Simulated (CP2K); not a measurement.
Runs of CP2K 2026.2 on C. The structure is cubic, space group Fd-3m (No. 227). Conventional cell: a = 3.567 Å, b = 3.567 Å, c = 3.567 Å, α = 90.00°, β = 90.00°, γ = 90.00°. C (site symmetry -43m) has 4 C at 1.54 Å as nearest neighbours. This isn't the form of C at room conditions, which is graphite.

| task | level | potentials or basis | smearing | EPS_DEFAULT | NGRIDS | basis sets | potentials | CUTOFF of the grids | gap on the mesh (eV) | pressure (GPa) | V0 of scaled cells (Å³/atom) | B0 (GPa) |
| --- | --- | --- | --- | --- | --- | --- | --- | --- | --- | --- | --- | --- |
| equation of state | PBE | POTENTIAL_UZH C GTH-PBE-q4; TZVP-MOLOPT-PBE-GTH basis | fermi-dirac 0.05 eV | 1.0E-10 | 4 | C TZVP-MOLOPT-PBE-GTH-q4 | C GTH-PBE-q4 of POTENTIAL_UZH | 450 Ry | - | - | (c) | 430 |
| band structure | PBE | POTENTIAL_UZH C GTH-PBE-q4; TZVP-MOLOPT-PBE-GTH basis | fermi-dirac 0.05 eV | 1.0E-10 | 4 | C TZVP-MOLOPT-PBE-GTH-q4 | C GTH-PBE-q4 of POTENTIAL_UZH | 450 Ry | 4.54 | (a) | - | - |
| band structure | TB-mBJ | POTENTIAL_UZH C GTH-PBE-q4; TZVP-MOLOPT-PBE-GTH basis | fermi-dirac 0.01 eV | 1.0E-9 | 5 | C TZVP-MOLOPT-PBE-GTH-q4 | C GTH-PBE-q4 of POTENTIAL_UZH | 675 Ry | 4.53 | - | - | - |
| equation of state | PBEsol | POTENTIAL_UZH C GTH-PBE-q4; TZVP-MOLOPT-PBE-GTH basis | fermi-dirac 0.05 eV | 1.0E-9 | 4 | C TZVP-MOLOPT-PBE-GTH-q4 | C GTH-PBE-q4 of POTENTIAL_UZH | 450 Ry | - | - | 5.68 | (b) |
| band structure | r2SCAN | POTENTIAL_UZH C GTH-SCAN-q4; TZVP-MOLOPT-SCAN-GTH basis | fermi-dirac 0.05 eV | 1.0E-10 | 5 | C TZVP-MOLOPT-SCAN-GTH-q4 | C GTH-SCAN-q4 of POTENTIAL_UZH | 675 Ry | 4.41 | -2.9 | - | - |

Alike in all rows: no spin polarisation; cell as given; k mesh 13 × 13 × 13.

Q: Estimate the missing entries.

A: (a) 3.8; (b) 442; (c) 5.72.

Caveats: the basis of atomic orbitals isn't converged, which shifts pressures, moduli and gaps; the potentials were made for another functional, which shifts forces and pressure (some runs); this is a model potential without an energy functional, so only levels have meaning (some runs).

A k mesh can miss the band edges.

Not every run made on this cell is shown here.
